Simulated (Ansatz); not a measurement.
**Relaxation of Rb**

Level of theory: Ansatz, DFT PBE, scalar-relativistic, plane waves, PAW. (420 eV cutoff, 18×18×10 k-mesh, Gaussian smearing of 0.10 eV, no spin polarisation)

What was changed: relaxed at 90 GPa.

Other phases may be more stable at this pressure.

Command:

```bash
ansatz run input.yaml --threads 1 --pin off --max-ram 1331MiB --backend cpu --events-out ev --progress --plain --runs-dir out
```

Input:

```yaml
crystal:
  lattice:
    - [1.4324603618, -2.4810914586, 0.0]
    - [1.4324603618, 2.4810914586, 0.0]
    - [0.0, 0.0, 4.6566100397]
  atoms:
    - { symbol: Rb, position: [0.833333526, 0.166666474, 0.75] }
    - { symbol: Rb, position: [0.166666474, 0.833333526, 0.25] }
basis:
  ecutwfc: 420
kpoints:
  mp_grid: { grid: [18, 18, 10] }
hamiltonian:
  xc: pbe
scf:
  occupations: { method: gaussian, width: 0.1 }
output:
  forces: true
  stress: true
  eigenvalues: true
relax:
  adjacent_minimum: "off"
  f_tol: 0.008
  max_steps: 50
  cell: { stress_tol: 0.08, p_target: 90.0 }
```

F is the free energy. Steps run on the plane waves of an earlier cell, but the last one, and at times one on the way, on a freshly chosen basis, so a repeated geometry can differ a little in energy. The relaxation lowers the enthalpy F + PV at the target pressure, so F itself can rise.

Steps:

| step | F − F(1) (eV) | largest force component (eV/Å) | V (Å³/atom) | P (GPa) |
| --- | --- | --- | --- | --- |
| 1 | 0.0000 | 0.000 | 16.550 | 66.01 |
| 2 | 2.4168 | 0.000 | 14.304 | 111.22 |
| 3 | 1.2142 | 0.000 | 15.276 | 88.09 |
| 4 | 1.3085 | 0.000 | 15.191 | 89.86 |
| 5 | 1.3215 | 0.000 | 15.179 | 90.10 |
| 6 | 1.3164 | 0.000 | 15.184 | 90.00 |
| 7 | 1.3166 | 0.000 | 15.184 | 90.00 |

Relaxed structure:

```cif
data_structure
_symmetry_space_group_name_H-M 'P 1'
_symmetry_Int_Tables_number 1
_cell_length_a 2.7929
_cell_length_b 2.7929
_cell_length_c 4.4953
_cell_angle_alpha 90.000
_cell_angle_beta 90.000
_cell_angle_gamma 120.000
_cell_volume 30.37
loop_
_atom_site_label
_atom_site_type_symbol
_atom_site_fract_x
_atom_site_fract_y
_atom_site_fract_z
_atom_site_occupancy
Rb1 Rb 0.83333 0.16667 0.75000 1
Rb2 Rb 0.16667 0.83333 0.25000 1
```

It takes space group P6_3/mmc (No. 194, hexagonal). Conventional cell: a = 2.793 Å, b = 2.793 Å, c = 4.495 Å, α = 90.00°, β = 90.00°, γ = 120.00°. Rb (site symmetry -6m2) is surrounded by 12 Rb at 2.77 to 2.79 Å.

The run converged. The run took roughly 30 core-seconds.